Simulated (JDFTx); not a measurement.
The system is GaN.

```
Ga N
1.0
     0.00000    2.25350    2.25350
     2.25350    0.00000    2.25350
     2.25350    2.25350    0.00000
Ga N
1 1
Direct
  0.00000 0.00000 0.00000
  0.25000 0.25000 0.25000
```

The cell is a database's computed one.

Base run:

* Program: JDFTx 1.7.0 (patched build)
* Functional: LDA
* Potentials or basis: SG15-PBE-1.2 with smoothed tails
* Cutoff: 1361 eV
* Density cutoff: 10885 eV
* k mesh: 6 × 6 × 6
* Occupations: fermi-dirac, width 0.05 eV
* Spin: no spin polarisation

Its results: band gap on the k mesh 1.54 eV, direct; pressure -6.0 GPa.

Task: The run is repeated on the same cell with these changes: functional from LDA to r2SCAN. What comes out?

Result: Band gap on the k mesh 1.87 eV, direct; pressure -3.7 GPa.

r2SCAN gives the wider gap, since meta-GGAs in the generalised Kohn-Sham scheme recover part of the derivative discontinuity.

Caveats: the potentials were made for another functional, which shifts forces and pressure.

